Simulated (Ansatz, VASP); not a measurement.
## SnSe: VASP beside Ansatz

```
Sn Se
1.0
     0.00000    2.71617    2.71617
     2.71617    0.00000    2.71617
     2.71617    2.71617    0.00000
Sn Se
1 1
Direct
  0.00000 0.00000 0.00000
  0.50000 0.50000 0.50000
```

Alike in both runs: functional LDA; k mesh 8 × 8 × 8; no spin polarisation.

Ansatz relaxed the structure, and its values are those at the end. VASP's run is a single point on that final structure, the one shown.

|  | VASP | Ansatz |
| --- | --- | --- |
| version | VASP 6.6.1 | Ansatz 0.2.0 |
| potentials or method | VASP PAW LDA potentials, release 64 (Sn_d, Se) | scalar-relativistic, plane waves, PAW |
| plane-wave cutoff (eV) | 520 | 420 |
| occupations | gaussian, width 0.01 eV | fixed |
| valence electrons in the cell | 20 | 30 |

```csv
,VASP,Ansatz,Ansatz less VASP
gap on the k mesh at the Fermi level (eV),0.30,0.33,+0.030
least direct gap on the mesh (eV),0.34,0.35,+0.013
pressure (GPa),25.3,25.0,-0.37
```

The two sets of potentials don't hold the same shells in valence.

Caveats: so large a pressure means that the cell lies far from this level's equilibrium, or that cutoff or potentials fall short (VASP); spin-orbit coupling is left out, which moves the levels of the heavy elements.
